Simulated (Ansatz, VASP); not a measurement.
**WS2 in VASP and in Ansatz**

INCAR

```
  PREC = Accurate
  ENCUT = 520
  EDIFF = 1E-6
  ISMEAR = 0
  SIGMA = 0.05
  LREAL = False
  LASPH = True
  NELM = 80
  ALGO = Normal
  ISIF = 2
  LWAVE = False
  LCHARG = True
  GGA = PS
  LELF = True
  LVHAR = True
  NBANDS = 20
```

The input KPOINTS:

```
Automatic mesh
0
Gamma
  12 12 2
```

File POSCAR:

```
WS2
1.0
    2.9288350467      0.0000000000      0.0000000000
   -1.4644175234      2.5364455540      0.0000000000
    0.0000000000      0.0000000000     16.9505778900
W S
1 2
Direct
    0.3333333333      0.6666666667      0.0000000000
    0.6666666667      0.3333333333      0.9079994900
    0.6666666667      0.3333333333      0.0920005100
```

Input for Ansatz:

```yaml
crystal:
  lattice:
    - [2.9288350467, 0.0, 0.0]
    - [-1.4644175234, 2.536445554, 0.0]
    - [0.0, 0.0, 16.95057789]
  atoms:
    - { symbol: W, position: [0.3333333333, 0.6666666667, 0.0] }
    - { symbol: S, position: [0.6666666667, 0.3333333333, 0.90799949] }
    - { symbol: S, position: [0.6666666667, 0.3333333333, 0.09200051] }
basis:
  ecutwfc: 420
kpoints:
  mp_grid: { grid: [12, 12, 2] }
hamiltonian:
  xc: pbesol
scf:
  occupations: { method: gaussian, width: 0.05 }
output:
  forces: true
  stress: true
  eigenvalues: true
```

Change from the starting cell: strain -0.080 along x and y, +0.000 along z, atoms carried along.

Alike in both runs: task single point; functional PBEsol; k mesh 12 × 12 × 2; occupations gaussian, width 0.05 eV; no spin polarisation.

```csv
,VASP,Ansatz
version,VASP 6.6.1,Ansatz 0.2.0
potentials or method,"VASP PAW PBE potentials, release 64 (W_sv, S)","scalar-relativistic, plane waves, PAW"
plane-wave cutoff (eV),520,420
valence electrons in the cell,26,26
```

|  | VASP | Ansatz | Ansatz less VASP |
| --- | --- | --- | --- |
| gap on the k mesh at the Fermi level (eV) | 1.92 | 1.92 | -0.002 |
| least direct gap on the mesh (eV) | 2.86 | 2.85 | -0.008 |
| rms of the force components (eV/Å) | 1.081 | 1.067 | -0.0139 |

Atom by atom the forces differ by 0.014 eV/Å (rms over components).

Caveats: the PAW data sets were made with another functional, which shifts forces and pressure a little (VASP); spin-orbit coupling is left out, which moves the levels of the heavy elements.
